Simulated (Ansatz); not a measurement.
# Ti: other elements on the same sites

The task here is to estimate one member of a computed series from the others.

Computed with Ansatz 0.2.0 (DFT PBEsol, scalar-relativistic, plane waves, PAW, unless a step's input says otherwise).

1 further run of the same task is left out (set aside as unsound or not needed).

**The system as given**

Symmetry: P6/mmm, No. 191, hexagonal system. The conventional cell has a = 4.515 Å, b = 4.515 Å, c = 2.799 Å, α = 90.00°, β = 90.00°, γ = 120.00°. Around Ti (site symmetry 6/mmm) lie 14 Ti at 2.80 to 2.96 Å. Around Ti (site symmetry -6m2) lie 11 Ti at 2.61 to 2.96 Å.

As a file:

```
Ti
1.0
     4.51529    0.00000    0.00000
    -2.25765    3.91036    0.00000
     0.00000    0.00000    2.79879
Ti
3
Direct
  0.00000 0.00000 0.00000
  0.33333 0.66667 0.50000
  0.66667 0.33333 0.50000
```

It goes back to an entry of the Materials Project, which need not be the stable form.

This cell was relaxed beforehand with the same method: volume 16.47 Å³/atom, gap on the mesh none (metal).

Set-up of the first run:

File input.yaml:

```yaml
crystal:
  lattice:
    - [4.2397979375, 0.0, 0.0]
    - [-2.1198989688, 3.6717727208, 0.0]
    - [0.0, 0.0, 2.6280304036]
  atoms:
    - { symbol: Pb, position: [0.0, 0.0, 0.0] }
    - { symbol: Pb, position: [0.3333333333, 0.6666666667, 0.5] }
    - { symbol: Pb, position: [0.6666666667, 0.3333333333, 0.5] }
basis:
  ecutwfc: 420
kpoints:
  mp_grid: { grid: [6, 6, 6] }
hamiltonian:
  xc: pbesol
scf:
  occupations: { method: gaussian, width: 0.1 }
output:
  forces: true
  stress: true
  eigenvalues: true
```

Command:

```bash
> ansatz run input.yaml --threads 1 --pin off --max-ram 2560MiB --backend cpu --events-out ev --progress --plain --runs-dir out
```

Among the steps run: A first look at the start (Pb); Rough relaxation on the coarse mesh (Pb); Relaxing cell and atoms (Pb); Probe: one point at the start (Zr); Coarse relaxation (Zr); Relaxing cell and atoms (Zr).

One of the session's tables, all rows but one given; the rest of the session is left out.

It belongs to the step «The crystals compared». Lengths are those of the vectors of the cell that was run:

| swap | volume (Å³/atom) | a (Å) | b (Å) | c (Å) |
| --- | --- | --- | --- | --- |
| none | 16.47 | 4.515 | 4.515 | 2.799 |
| Ti → Hf | 21.38 | 4.919 | 4.919 | 3.061 |
| Ti → Ge | 18.30 | 4.720 | 4.720 | 2.846 |
| Ti → Pb | 30.20 | 5.606 | 5.606 | 3.329 |
| Ti → Zr | ? | ? | ? | ? |

**Question.** Estimate the row for Ti → Zr.

The run gave: volume (Å³/atom): 22.20; a (Å): 4.972; b (Å): 4.972; c (Å): 3.111. In the column «volume (Å³/atom)» it lies between Ti → Hf (21.38) and Ti → Pb (30.20).

Lengths are those of the computed cell. Rows of earlier swaps come from the sessions before.
